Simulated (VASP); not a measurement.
The system is SnO2 (Cassiterite).

```
Sn O
1.0
     4.73800    0.00000    0.00000
     0.00000    4.73800    0.00000
     0.00000    0.00000    3.18650
Sn O
2 4
Cartesian
  2.3690 2.3690 1.5933
  0.0000 0.0000 0.0000
  3.8240 0.9140 1.5933
  3.2830 3.2830 0.0000
  0.9140 3.8240 1.5933
  1.4550 1.4550 0.0000
```

```yaml
Program: VASP 6.6.1
Task: relaxation of cell and atoms
Functional: PBE
Potentials_or_basis: VASP PAW PBE potentials, release 64 (Sn_d, O)
Cutoff: 600 eV
k_mesh: 6 × 6 × 8
Occupations: fermi-dirac, width 0.05 eV
Spin: no spin polarisation
```

At the start: pressure 11.6 GPa; volume 11.92 Å³/atom.

Problem. Where does the relaxation end?

Solution. Over 8 steps the energy falls by 23.7 meV/atom and the volume is 12.61 Å³/atom (+5.8 %); space group P4_2/mnm (No. 136, to 0.05 Å).

Step by step:
| step | energy change (eV) | largest force (eV/Å) | pressure (GPa) | volume (Å³) |
| --- | --- | --- | --- | --- |
| 1 | 0.0000 | 0.2935 | 11.61 | 71.53 |
| 2 | 0.0631 | 0.3609 | -10.52 | 80.85 |
| 3 | -0.1403 | 0.0643 | -0.02 | 75.51 |
| 4 | -0.1403 | 0.0583 | 0.20 | 75.43 |
| 5 | -0.1420 | 0.0036 | 0.08 | 75.57 |
| 6 | -0.1421 | 0.0189 | 0.05 | 75.63 |
| 7 | -0.1422 | 0.0011 | -0.09 | 75.68 |
| 8 | -0.1422 | 0.0030 | -0.06 | 75.67 |

Final structure:
```xyz
6
Lattice="4.8305 0.0000 0.0000 0.0000 4.8305 0.0000 0.0000 0.0000 3.2432" Properties=species:S:1:pos:R:3 pbc="T T T"
Sn    2.4152    2.4152    1.6216
Sn    0.0000    0.0000    0.0000
O     3.8961    0.9344    1.6216
O     3.3496    3.3496    0.0000
O     0.9344    3.8961    1.6216
O     1.4809    1.4809    0.0000
```
